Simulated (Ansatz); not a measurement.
## Ca, one cell by several methods

```
Ca
1.0
     3.46297   -3.66949    0.00000
     3.46297    3.66949    0.00000
     0.00000    0.00000    7.00912
Ca
4
Direct
  0.16179 0.83821 0.19651
  0.83821 0.16179 0.80349
  0.33821 0.66179 0.69651
  0.66179 0.33821 0.30349
```

Atom numbers follow the list: Ca1, Ca2, Ca3, Ca4.

Conventional cell: a = 6.926 Å, b = 7.339 Å, c = 7.009 Å, α = 90.00°, β = 90.00°, γ = 90.00°. Ca (atom 1) is surrounded by 7 Ca at 3.54 to 3.75 Å.

Structure from Materials Project entry mp-1067285 (possibly hypothetical), not relaxed further.

Methods: DFT, PBE, PAW with Ansatz's default frozen-core files, scalar-relativistic (Ansatz 0.2.0); DFT, PBE, all-electron PAW with datasets made for the crystal, scalar-relativistic (Ansatz 0.2.0); DFT, PBE, all-electron LAPW, scalar-relativistic (Ansatz 0.2.0).

For PAW: a Γ-centred 7×7×5 k mesh, Fermi–Dirac smearing of 0.03 eV, cutoff 420 eV, no spin polarisation. The crystal-made all-electron datasets (AE datasets) take a cutoff of 200 eV at this cell. LAPW targets a basis error of 1 meV/atom. The Ansatz runs share mesh, smearing and spin set-up. Plane-wave (PAW) pressures include the program's estimate of the Pulay term.

Stress and pressure are positive in compression.

Levels count from the Fermi level.

```
                      quantity     PAW  AE datasets    LAPW
                pressure (GPa)   -0.19        -0.19   -0.19
               stress xx (GPa)   -0.06        -0.06   -0.06
               stress yy (GPa)   -0.31        -0.31   -0.30
               stress zz (GPa)   -0.20        -0.20   -0.20
        force on Ca1, y (eV/Å)  -0.028       -0.028  -0.028
highest filled level at Z (eV)  -2.985       -2.985  -2.985
  lowest empty level at Z (eV)   0.001        0.001   0.001
```
